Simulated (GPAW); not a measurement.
Crystal: Zn.

```
Zn
1.0
     0.00000    1.96478    1.96478
     1.96478    0.00000    1.96478
     1.96478    1.96478    0.00000
Zn
1
Direct
  0.00000 0.00000 0.00000
```

This isn't the form of Zn at room conditions, which is hcp.

Base run:

| Item | Value |
| --- | --- |
| Program | GPAW 26.7.0 |
| Functional | r2SCAN |
| Potentials or basis | GPAW PAW data sets (gpaw-data 1.2.1) |
| Cutoff | 600 eV |
| Basis | pw |
| k mesh | 12 × 12 × 12 |
| Occupations | fermi-dirac, width 0.05 eV |
| Spin | no spin polarisation |

Its results: pressure -4.3 GPa.

After a change of settings the same cell gave: pressure -0.5 GPa. Which change was it?
A. functional from r2SCAN to PBEsol; potentials or basis from GPAW PAW data sets (gpaw-data 1.2.1) to PAW data sets generated in the run's folder for this functional
B. functional from r2SCAN to LDA; potentials or basis from GPAW PAW data sets (gpaw-data 1.2.1) to the program's PAW data sets (release 1.2.1) made for this functional
C. functional from r2SCAN to RPBE; potentials or basis from GPAW PAW data sets (gpaw-data 1.2.1) to the program's PAW data sets (release 1.2.1) made for this functional
D. functional from r2SCAN to PBE

D.

Caveats: the PAW data sets were made with another functional, which shifts forces and pressure a little (some runs).
